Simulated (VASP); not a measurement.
GaN, 4 atoms in the cell. The structure is hexagonal, space group P6_3mc (No. 186). The conventional cell has a = 3.157 Å, b = 3.157 Å, c = 5.146 Å, α = 90.00°, β = 90.00°, γ = 120.00°. Ga (site symmetry 3m) has 4 N at 1.93 to 1.94 Å as nearest neighbours. N (site symmetry 3m) is surrounded by 4 Ga at 1.93 to 1.94 Å. The cell is a database's computed one.

| Item | Value |
| --- | --- |
| Program | VASP 6.6.1 |
| Task | Born charges and dielectric tensor |
| Functional | LDA |
| Potentials or basis | VASP PAW LDA potentials, release 64 (Ga_d, N) |
| Cutoff | 600 eV |
| k mesh | 12 × 12 × 6 |
| Occupations | gaussian, width 0.02 eV |
| Spin | no spin polarisation |
| Further INCAR settings | ALGO = Fast; EDIFF = 1e-08; IBRION = 8; NSW = 1 |

Potentials or basis: VASP PAW LDA potentials, release 64 (Ga_d, N).

The run is started by

```bash
$ cat potpaw_LDA.64/Ga_d/POTCAR potpaw_LDA.64/N/POTCAR > POTCAR
$ mpirun -np 1 vasp_std > vasp.out
```

Hardware: 1 thread of Intel(R) Xeon(R) Platinum 8259CL CPU @ 2.50GHz (Skylake/Cascade Lake), with other jobs on the host.

Task: How long does it take, and how much memory?

Result: Run time: 98 min on 1 thread of Intel(R) Xeon(R) Platinum 8259CL CPU @ 2.50GHz (Skylake/Cascade Lake) (shared host), peak memory 1.2 GiB. Counts: scf iterations 226, k points 172.
